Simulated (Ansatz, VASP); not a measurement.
Given: the input of a run of VASP 6.6.1 on Pb (Lead). 

INCAR

```
  ALGO = Normal
  EDIFF = 1E-6
  ENCUT = 520
  GGA = PE
  ISIF = 2
  ISMEAR = 0
  LASPH = T
  LCHARG = F
  LREAL = F
  LWAVE = F
  NELM = 80
  PREC = Accurate
  SIGMA = 0.011
```

File KPOINTS:

```
k-points
0
Gamma
  9 9 9
```

File POSCAR:

```
Pb
1.0
    0.0000000000      2.4750200000      2.4750200000
    2.4750200000      0.0000000000      2.4750200000
    2.4750200000      2.4750200000      0.0000000000
Pb
1
Direct
    0.0000000000      0.0000000000      0.0000000000
```

Potentials or basis: VASP PAW PBE potentials, release 64 (Pb_d).

Launch:

```console
$ cat potpaw_PBE.64/Pb_d/POTCAR > POTCAR
$ mpirun -np 1 vasp_std > vasp.out
```

Set up the same calculation for Ansatz 0.2.0. Potentials or basis there: all-electron LAPW, scalar-relativistic.

As run (cutoffs and basis follow the program's own potentials, and thresholds, step limits or extra output files can differ):

input.yaml

```yaml
crystal:
  lattice:
    - [0.0, 2.47502, 2.47502]
    - [2.47502, 0.0, 2.47502]
    - [2.47502, 2.47502, 0.0]
  atoms:
    - { symbol: Pb, position: [0.0, 0.0, 0.0] }
kpoints:
  mp_grid: { grid: [9, 9, 9] }
scf:
  occupations: { method: gaussian, width: 0.011 }
hamiltonian:
  xc: pbe
  pseudopotentials: { kind: all_electron, lapw: { basis_error: 0.001 } }
output:
  forces: true
  stress: true
  eigenvalues: true
```

Potentials or basis: all-electron LAPW, scalar-relativistic.

Command:

```sh
$ ansatz run input.yaml --threads 1 --pin off --max-ram 3072MiB --backend cpu --events-out ev --progress --plain --runs-dir out
```

Both were run:

|  | VASP | Ansatz |
| --- | --- | --- |
| Pressure | 2.2 GPa | 2.3 GPa |

Where Ansatz's input types no cutoff or centring, it takes its own default and a Γ-centred mesh.

Pressure is positive in compression.
